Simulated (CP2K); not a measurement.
Runs of CP2K 2026.2 on SrO. Symmetry: Fm-3m, No. 225, cubic system. The conventional cell has a = 5.133 Å, b = 5.133 Å, c = 5.133 Å, α = 90.00°, β = 90.00°, γ = 90.00°. Around Sr (site symmetry m-3m) lie 6 O at 2.57 Å. O (site symmetry m-3m) has 6 Sr at 2.57 Å as nearest neighbours. 

```csv
task,level,potentials or basis,spin,cell,smearing,EPS_DEFAULT,k points reduced by the point group,NGRIDS,CUTOFF of the grids,points a segment of the path (NPOINTS),gap on the mesh (eV),pressure (GPa)
single point,PBE,"POTENTIAL_UZH Sr GTH-PBE-q10, O GTH-PBE-q6; TZVP-MOLOPT-PBE-GTH basis",off,as given,fermi-dirac 0.05 eV,1.0E-10,yes,5,600 Ry,-,3.52,4.7
band structure,PBEsol,"POTENTIAL_UZH Sr GTH-PBE-q10, O GTH-PBE-q6; TZVP-MOLOPT-PBE-GTH basis",off,as given,fermi-dirac 0.1 eV,1.0E-9,yes,5,600 Ry,8,3.45,1.2
band structure,r2SCAN,"POTENTIAL_UZH Sr GTH-SCAN-q10, O GTH-SCAN-q6; TZVP-MOLOPT-SCAN-GTH basis",off,as given,fermi-dirac 0.05 eV,1.0E-9,yes,4,1300 Ry,10,3.88,2.9
band structure,PBE,"GTH_SOC_POTENTIALS Sr GTH-PBE-q10, O GTH-PBE-q6; TZVP-MOLOPT-PBE-GTH basis","SOC, no magnetisation",as given,fermi-dirac 0.05 eV,1.0E-10,-,4,600 Ry,10,-,(a)
single point,PBE,"POTENTIAL_UZH Sr GTH-PBE-q10, O GTH-PBE-q6; TZVP-MOLOPT-PBE-GTH basis",off,"atoms moved at random, drawn with an rms of 0.05 Å",fermi-dirac 0.05 eV,1.0E-10,yes,5,600 Ry,-,3.55,4.9
band structure,TB-mBJ,"POTENTIAL_UZH Sr GTH-PBE-q10, O GTH-PBE-q6; TZVP-MOLOPT-PBE-GTH basis",off,as given,fermi-dirac 0.0259 eV,1.0E-10,yes,4,900 Ry,10,(b),-
band structure,LDA,"GTH_POTENTIALS Sr GTH-PADE-q10, O GTH-PADE-q6; TZVP-MOLOPT-PBE-GTH basis",off,as given,fermi-dirac 0.05 eV,1.0E-9,yes,4,600 Ry,6,3.39,(c)
band structure,PBE,"POTENTIAL_UZH Sr GTH-PBE-q10, O GTH-PBE-q6; TZVP-MOLOPT-PBE-GTH basis",off,as given,fermi-dirac 0.01 eV,1.0E-10,yes,5,600 Ry,10,3.52,4.7
```

Alike in all rows: k mesh 9 × 9 × 9.

Task: Fill in the values left out.

Result: (a) 4.5; (b) 3.86; (c) -2.6.

Caveats: the basis of atomic orbitals isn't converged, which shifts pressures, moduli and gaps; an odd mesh through Γ misses points on the zone boundary, where band edges often lie (some runs); the potentials were made for another functional, which shifts forces and pressure (some runs); this is a model potential without an energy functional, so only levels have meaning (some runs).

A k mesh can miss the band edges, and rows without SOC leave out spin-orbit coupling on Sr.
